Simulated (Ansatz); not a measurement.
# HfC: ab initio molecular dynamics

This session takes HfC and sets out to run short molecular dynamics at set temperatures.

Computed with Ansatz 0.2.0 (DFT PBE, scalar-relativistic, plane waves, PAW, unless a step's input says otherwise).

## Step 1: The system as given

It takes space group Fm-3m (No. 225, cubic). The conventional cell has a = 4.650 Å, b = 4.650 Å, c = 4.650 Å, α = 90.00°, β = 90.00°, γ = 90.00°. Hf (site symmetry m-3m) has 6 C at 2.33 Å as nearest neighbours. Around C (site symmetry m-3m) lie 6 Hf at 2.33 Å.

Coordinates:

```xyz
16
Lattice="-4.6500 4.6500 0.0000 -4.6500 0.0000 4.6500 0.0000 4.6500 4.6500" Properties=species:S:1:pos:R:3 pbc="T T T"
Hf   -6.9750    6.9750    6.9750
Hf   -4.6500    4.6500    6.9750
Hf   -4.6500    6.9750    4.6500
Hf   -6.9750    4.6500    4.6500
Hf   -2.3250    4.6500    4.6500
Hf   -4.6500    2.3250    4.6500
Hf   -4.6500    4.6500    2.3250
Hf   -2.3250    2.3250    2.3250
C     0.0000    0.0000    0.0000
C    -2.3250    2.3250    0.0000
C    -2.3250    0.0000    2.3250
C     0.0000    2.3250    2.3250
C    -4.6500    2.3250    2.3250
C    -2.3250    4.6500    2.3250
C    -2.3250    2.3250    4.6500
C    -4.6500    4.6500    4.6500
```

No relaxation comes first: the listed cell is the starting point.

## Step 2: The perfect supercell on the trajectory's mesh

Contents of input.yaml:

```yaml
crystal:
  lattice:
    - [-4.65, 4.65, 0.0]
    - [-4.65, 0.0, 4.65]
    - [0.0, 4.65, 4.65]
  atoms:
    - { symbol: Hf, position: [0.75, 0.75, 0.75] }
    - { symbol: Hf, position: [0.25, 0.75, 0.75] }
    - { symbol: Hf, position: [0.75, 0.25, 0.75] }
    - { symbol: Hf, position: [0.75, 0.75, 0.25] }
    - { symbol: Hf, position: [0.25, 0.25, 0.75] }
    - { symbol: Hf, position: [0.25, 0.75, 0.25] }
    - { symbol: Hf, position: [0.75, 0.25, 0.25] }
    - { symbol: Hf, position: [0.25, 0.25, 0.25] }
    - { symbol: C, position: [0.0, 0.0, 0.0] }
    - { symbol: C, position: [0.5, 0.0, 0.0] }
    - { symbol: C, position: [0.0, 0.5, 0.0] }
    - { symbol: C, position: [0.0, 0.0, 0.5] }
    - { symbol: C, position: [0.5, 0.5, 0.0] }
    - { symbol: C, position: [0.5, 0.0, 0.5] }
    - { symbol: C, position: [0.0, 0.5, 0.5] }
    - { symbol: C, position: [0.5, 0.5, 0.5] }
  symmetry: { detect: false }
basis:
  ecutwfc: 420
kpoints:
  mp_grid: { grid: [2, 2, 2], shift: [0.5, 0.5, 0.5] }
hamiltonian:
  xc: pbe
scf:
  occupations: { method: gaussian, width: 0.1 }
output:
  forces: true
  stress: true
  eigenvalues: true
```

The run is started by

```
$ ansatz run input.yaml --threads 4 --pin off --max-ram 5120MiB --backend cpu --events-out ev --progress --plain --runs-dir out
```

Standard output (excerpt; [...] marks lines left out):

```text
Warning: RAYON_NUM_THREADS=4 ignored (pool sized by the plan → 4); use --threads N
[...]
Pseudopotentials: kind: paw
Pseudopotential: Hf, paw, valence charge 26, recommended cutoff 420 eV (normal), Hf.paw.azcp
Pseudopotential: C, paw, valence charge 4, recommended cutoff 420 eV (normal), C.paw.azcp
Functional definition: PBE
[...]
Crystal: 16 atoms, lattice volume = 201.089 Å³
Basis set: ecut = 420 eV, 3839 PW (Γ), exchange–correlation on 90×90×90 points (8 copies of the dense FFT grid, shifted against one another)
Bands: 144, of which v1, the nominal top of the filled ones, is band 120 counted from 1 (119 counted from 0)
Symmetry: 1 space group operations
k-points: 4 of 8 (time reversal used)
[...]
SCF iter   1: F=—  HF=-127792.857679 eV  |F-HF|=—  |Δ(HF+E_count)|=         —  Δρ=6.48e-3  dr2=4.68e-2  ethr=1.77e-3  ⟨swp⟩=5.0  Hψ=1692  notcnv=0  defer=18
[...]
SCF iter   7: F=-127792.846576 eV  HF=-127792.846576 eV  |F-HF|=1.58e-8  |Δ(HF+E_count)|=   9.26e-8  Δρ=3.63e-6  dr2=2.09e-8  ethr=4.17e-11  ⟨swp⟩=14.0  Hψ=3270  notcnv=0
[...]
SCF converged after 7 iterations
Free energy (F): -127792.846576 eV
[...]
E sigma→0 (E₀):  -127792.846574 eV
Entropy (-TS):   -0.000004 eV (-0.000 meV/atom)
Fermi energy:    20.161312 eV
[...]
--- Forces (eV/Å), atoms counted from 1 ---
  atom   1  Hf    -0.00000252    -0.00002689     0.00001906
  atom   2  Hf    -0.00002698    -0.00000368     0.00002485
  atom   3  Hf     0.00001928     0.00002599    -0.00000271
  atom   4  Hf    -0.00002521    -0.00001942     0.00002757
  atom   5  Hf     0.00002486     0.00001946    -0.00002760
  atom   6  Hf    -0.00001937    -0.00002581     0.00000268
  atom   7  Hf     0.00002670     0.00000411    -0.00002488
  atom   8  Hf     0.00000257     0.00002726    -0.00001865
[...]
--- Stress (GPa, compression-positive) ---
        0.423758       2.170136       2.170134
        2.170136       0.423760      -2.170138
        2.170134      -2.170138       0.423759
  P = ⅓ Tr σ = 0.4238 GPa (4.238 kbar)
--- Band table (eV) ---
[...]
```

It took 2.1 s on 4 threads of Intel Xeon 6975P-C (Granite Rapids), shared host; peak memory 0.85 GiB.

## Step 3: The perfect supercell under the smearing of the next run

input.yaml, as its differences from that of step 2:

```diff
@@ -22,3 +22,2 @@
     - { symbol: C, position: [0.5, 0.5, 0.5] }
-  symmetry: { detect: false }
 basis:
@@ -30,3 +29,3 @@
 scf:
-  occupations: { method: gaussian, width: 0.1 }
+  occupations: { method: fermi_dirac, width: 0.05 }
 output:
```

The run is started by

```
$ ansatz run input.yaml --threads 4 --pin off --max-ram 5120MiB --backend cpu --events-out ev --progress --plain --runs-dir out
```

Standard output (excerpt; [...] marks lines left out):

```text
[...]
SCF converged after 7 iterations
Free energy (F): -127792.846809 eV
[...]
E sigma→0 (E₀):  -127792.845955 eV
Entropy (-TS):   -0.001710 eV (-0.107 meV/atom)
Fermi energy:    20.153501 eV
[...]
--- Forces (eV/Å), atoms counted from 1 ---
  atom   1  Hf    -0.00000000    -0.00000000     0.00000000
  atom   2  Hf     0.00000000    -0.00000000     0.00000000
  atom   3  Hf    -0.00000000     0.00000000    -0.00000000
  atom   4  Hf    -0.00000000     0.00000000     0.00000000
  atom   5  Hf     0.00000000    -0.00000000    -0.00000000
  atom   6  Hf    -0.00000000     0.00000000    -0.00000000
  atom   7  Hf     0.00000000     0.00000000    -0.00000000
  atom   8  Hf     0.00000000    -0.00000000     0.00000000
[...]
--- Stress (GPa, compression-positive) ---
        0.425697       2.164844       2.164844
        2.164844       0.425697      -2.164844
        2.164844      -2.164844       0.425697
  P = ⅓ Tr σ = 0.4257 GPa (4.257 kbar)
--- Band table (eV) ---
[...]
```

Wall time 1.1 s (4 threads of Intel Xeon 6975P-C (Granite Rapids), shared host); peak memory 0.61 GiB.

## Step 4: Molecular dynamics, 450 K

57 steps of 2 fs with no thermostat (constant energy), velocities drawn for 450 K, at 1.01 times the reference volume.

input.yaml, as its differences from that of step 3:

```diff
@@ -2,5 +2,5 @@
   lattice:
-    - [-4.65, 4.65, 0.0]
-    - [-4.65, 0.0, 4.65]
-    - [0.0, 4.65, 4.65]
+    - [-4.6654486185, 4.6654486185, 0.0]
+    - [-4.6654486185, 0.0, 4.6654486185]
+    - [0.0, 4.6654486185, 4.6654486185]
   atoms:
@@ -30,2 +30,4 @@
   occupations: { method: fermi_dirac, width: 0.05 }
+  lower_state_search: "off"
+  convergence: { dr2_threshold: 1.0e-07 }
 output:
@@ -33,2 +35,8 @@
   stress: true
-  eigenvalues: true
+md:
+  timestep: 2.0
+  n_steps: 57
+  ensemble: nve
+  temperature: 450.0
+  initial_velocities: maxwell_boltzmann
+  seed: 12560
```

The run is started by

```
$ ansatz run input.yaml --threads 4 --pin off --max-ram 5120MiB --backend cpu --events-out ev --progress --plain --runs-dir out
```

Standard output (excerpt; [...] marks lines left out):

```text
Warning: md: disabling space-group detection — thermal motion breaks the input geometry's symmetry, so no spatial operation reduces the k-mesh or symmetrises the density; time reversal is kept, so that k and −k are solved as one point where they differ and the mesh holds both, and exact [...]
Warning: output.stress: scf.convergence.dr2_threshold = 1e-7 eV (the SCF's general default) is looser than the 1.6e-9 eV advised for a printed stress (1e-10 eV for each atom of the cell: 16). What an SCF threshold leaves in a stress goes as its square root, and in the free energy as the [...]
Warning: RAYON_NUM_THREADS=4 ignored (pool sized by the plan → 4); use --threads N
[...]
[... 4 set-up lines as earlier in the session ...]
[...]
Crystal: 16 atoms, lattice volume = 203.100 Å³
Basis set: ecut = 420 eV, 3943 PW (Γ), exchange–correlation on 90×90×90 points (8 copies of the dense FFT grid, shifted against one another)
Bands: 144, of which v1, the nominal top of the filled ones, is band 120 counted from 1 (119 counted from 0)
[... 1 set-up line as earlier in the session ...]
k-points: 4 of 8 (time reversal used)
[...]
SCF iter   1: F=—  HF=-127792.848281 eV  |F-HF|=—  |Δ(HF+E_count)|=         —  Δρ=6.43e-3  dr2=4.80e-2  ethr=1.77e-3  ⟨swp⟩=5.2  Hψ=1666  notcnv=0  defer=17
[...]
md step     0: t =     0.00 fs  T =   450.0 K  F+E_penalty+E_count = -127792.83733909 eV  E_kin = 0.872505 eV  conserved = -127791.96483410 eV  P_inst = -1.3777 GPa  (7 SCF iters)
[...]
md step     2: t =     4.00 fs  T =   414.4 K  F+E_penalty+E_count = -127792.76754773 eV  E_kin = 0.803423 eV  conserved = -127791.96412495 eV  P_inst = -1.2947 GPa  (7 SCF iters)
[...]
md step     4: t =     8.00 fs  T =   329.1 K  F+E_penalty+E_count = -127792.60057416 eV  E_kin = 0.638062 eV  conserved = -127791.96251183 eV  P_inst = -1.0933 GPa  (7 SCF iters)
[...]
md step     6: t =    12.00 fs  T =   243.8 K  F+E_penalty+E_count = -127792.43375100 eV  E_kin = 0.472654 eV  conserved = -127791.96109726 eV  P_inst = -0.8845 GPa  (2 SCF iters)
[...]
md step     8: t =    16.00 fs  T =   202.2 K  F+E_penalty+E_count = -127792.35287573 eV  E_kin = 0.392086 eV  conserved = -127791.96078999 eV  P_inst = -0.7684 GPa  (3 SCF iters)
md step     9: t =    18.00 fs  T =   202.6 K  F+E_penalty+E_count = -127792.35386579 eV  E_kin = 0.392751 eV  conserved = -127791.96111485 eV  P_inst = -0.7561 GPa  (3 SCF iters)
```

## Step 5: The log goes on: dynamics (nve) at 450 K, volume x 1.01

The log, continued (excerpt; [...] marks lines left out):

```text
md step    10: t =    20.00 fs  T =   214.4 K  F+E_penalty+E_count = -127792.37729641 eV  E_kin = 0.415619 eV  conserved = -127791.96167757 eV  P_inst = -0.7682 GPa  (6 SCF iters)
[...]
md step    22: t =    44.00 fs  T =    93.0 K  F+E_penalty+E_count = -127792.14160153 eV  E_kin = 0.180310 eV  conserved = -127791.96129170 eV  P_inst = 0.0493 GPa  (3 SCF iters)
[...]
md step    34: t =    68.00 fs  T =   204.2 K  F+E_penalty+E_count = -127792.35910873 eV  E_kin = 0.395970 eV  conserved = -127791.96313894 eV  P_inst = -0.4702 GPa  (3 SCF iters)
[...]
md step    46: t =    92.00 fs  T =   290.4 K  F+E_penalty+E_count = -127792.52688653 eV  E_kin = 0.562998 eV  conserved = -127791.96388894 eV  P_inst = -0.7317 GPa  (3 SCF iters)
[...]
E sigma→0 (E₀):  -127792.355221 eV
Entropy (-TS):   -0.002101 eV (-0.131 meV/atom)
Fermi energy:    19.929134 eV
[...]
--- Forces (eV/Å), atoms counted from 1 ---
  atom   1  Hf    -0.14737287    -1.30113952     0.39143540
  atom   2  Hf    -0.82144896     0.04993146    -1.08607159
  atom   3  Hf     0.32156729    -0.08784612    -0.02623663
  atom   4  Hf    -0.14439316    -0.81747172     0.94048443
  atom   5  Hf     0.04010411     0.92582233    -0.48608551
  atom   6  Hf    -0.35534968    -0.20580174     0.73495220
  atom   7  Hf     0.86526558     0.19875345    -0.11066755
  atom   8  Hf    -0.16580839     0.45739252    -1.39957200
[...]
--- Stress (GPa, compression-positive) ---
       -1.132083       1.889193       1.975243
        1.889193      -0.730342      -2.187735
        1.975244      -2.187735      -0.904549
  P = ⅓ Tr σ = -0.9223 GPa (-9.223 kbar)
--- MD trajectory: 57 steps, t = 0.0 → 114.0 fs ---
  final state: T = 203.5 K   F+E_penalty+E_count = -127792.35627119 eV   E_kin = 0.394634 eV
  conserved energy: peak-to-peak 4.056e-3 eV (2.535e-4 eV/atom) over 114.0 fs
```

It took 74 s on 4 threads of Intel Xeon 6975P-C (Granite Rapids), shared host; peak memory 0.91 GiB.

## Step 6: Traces and frames

One row in 3; energies are changes from the first frame, and the pressure holds the kinetic part:

```
time (fs)  T (K)  potential (meV/atom)  conserved (meV/atom)  pressure (GPa)
      0.0    450                   0.0                  0.00            -1.4
      6.0    375                   9.2                  0.09            -1.2
     12.0    244                  25.2                  0.23            -0.9
     18.0    203                  30.2                  0.23            -0.8
     24.0    253                  24.0                  0.11            -0.8
     30.0    274                  21.4                  0.05            -0.8
     36.0    203                  30.0                  0.12            -0.4
     42.0    111                  41.3                  0.21             0.0
     48.0     88                  44.1                  0.21             0.1
     54.0    138                  37.9                  0.15            -0.1
     60.0    201                  30.3                  0.10            -0.3
     66.0    214                  28.7                  0.09            -0.5
     72.0    172                  33.8                  0.15            -0.4
     78.0    140                  37.7                  0.22            -0.4
     84.0    184                  32.5                  0.19            -0.5
     90.0    271                  21.8                  0.09            -0.7
     96.0    295                  18.9                  0.05            -0.7
    102.0    223                  27.7                  0.15            -0.6
    108.0    160                  35.4                  0.25            -0.5
    114.0    204                  30.1                  0.20            -0.7
```

Frames as positions (Å) and forces (eV/Å):

```xyz
16
Lattice="-4.665 4.665 0.000 -4.665 0.000 4.665 0.000 4.665 4.665" Properties=species:S:1:pos:R:3:forces:R:3 pbc="T T T" time_fs=76.0 T_K=145
Hf   -6.997    7.001    6.940    0.038    0.102    1.042
Hf   -4.666    4.678    7.061    0.108   -0.319   -0.437
Hf   -4.582    6.966    4.694   -0.642    0.325   -0.339
Hf   -6.990    4.700    4.685    0.014   -0.487   -0.146
Hf   -2.399    4.608    4.687    0.696    0.633   -0.369
Hf   -4.752    2.385    4.635    0.855   -0.554    0.124
Hf   -4.660    4.691    2.236    0.084   -0.116    1.174
Hf   -2.284    2.295    2.384   -0.356    0.740   -0.420
C    -0.021   -0.037   -0.003    0.330    0.493   -0.140
C    -2.338    2.271   -0.009    0.074    0.448    0.060
C    -2.324    0.007    2.332   -0.030   -0.257   -0.216
C     0.039    2.360    2.332   -0.425   -0.204    0.164
C    -4.592    2.471    2.362   -0.891   -1.698   -0.266
C    -2.247    4.610    2.292   -0.809    0.528    0.373
C    -2.371    2.291    4.733    0.409    0.431   -0.953
C    -4.699    4.679    4.639    0.546   -0.065    0.350
16
Lattice="-4.665 4.665 0.000 -4.665 0.000 4.665 0.000 4.665 4.665" Properties=species:S:1:pos:R:3:forces:R:3 pbc="T T T" time_fs=114.0 T_K=204
Hf   -7.009    7.036    6.971   -0.147   -1.301    0.391
Hf   -4.643    4.639    7.066   -0.821    0.050   -1.086
Hf   -4.646    6.994    4.680    0.322   -0.088   -0.026
Hf   -6.975    4.707    4.634   -0.144   -0.817    0.940
Hf   -2.345    4.628    4.663    0.040    0.926   -0.486
Hf   -4.688    2.352    4.620   -0.355   -0.206    0.735
Hf   -4.699    4.662    2.320    0.865    0.199   -0.111
Hf   -2.320    2.315    2.382   -0.166    0.457   -1.400
C     0.027    0.010   -0.025   -0.095   -0.460    0.293
C    -2.314    2.369   -0.006   -0.106   -0.320    0.044
C    -2.330   -0.030    2.297    0.035    0.544    0.617
C    -0.013    2.301    2.295    0.152    0.096    0.172
C    -4.728    2.197    2.281    0.986    1.517    0.358
C    -2.398    4.710    2.378    0.622   -0.576   -0.572
C    -2.266    2.357    4.620   -0.624   -0.475    0.438
C    -4.622    4.607    4.662   -0.562    0.454   -0.309
```

Pair distribution functions g(r) over the second half, up to half the cell's height:

```
r (Å)  C-Hf
 2.05   0.0
 2.15   0.0
 2.25   6.8
 2.35  12.5
 2.45   2.9
 2.55   0.0
```

## Step 7: What came out

```
                                                quantity               value
               mean temperature, second half (450 K run)  205 K, spread 46 K
                  mean pressure, second half (450 K run)            -0.5 GPa
mean potential energy above the perfect cell (450 K run)         30 meV/atom
       mean square move, first to last frame (450 K run)  C 0.01, Hf 0.00 Å²
      largest change of the conserved energy (450 K run)       0.25 meV/atom
```

Over the second half of the 450 K run the temperature averages 205 K, with a standard deviation of 46 K; without a thermostat part of the starting kinetic energy has gone into potential energy. The conserved energy moves by 0.25 meV/atom, 0.4 % of the kinetic energy at the starting temperature, which is small. Among the stored frames no atom gets farther than 0.2 Å from its first place (drift of the whole removed), against a shortest distance of 2.33 Å, so within this short run the atoms stay near their sites. The trajectories are far too short for converged averages. These runs have no spin-orbit coupling; with Hf it would split and shift bands.
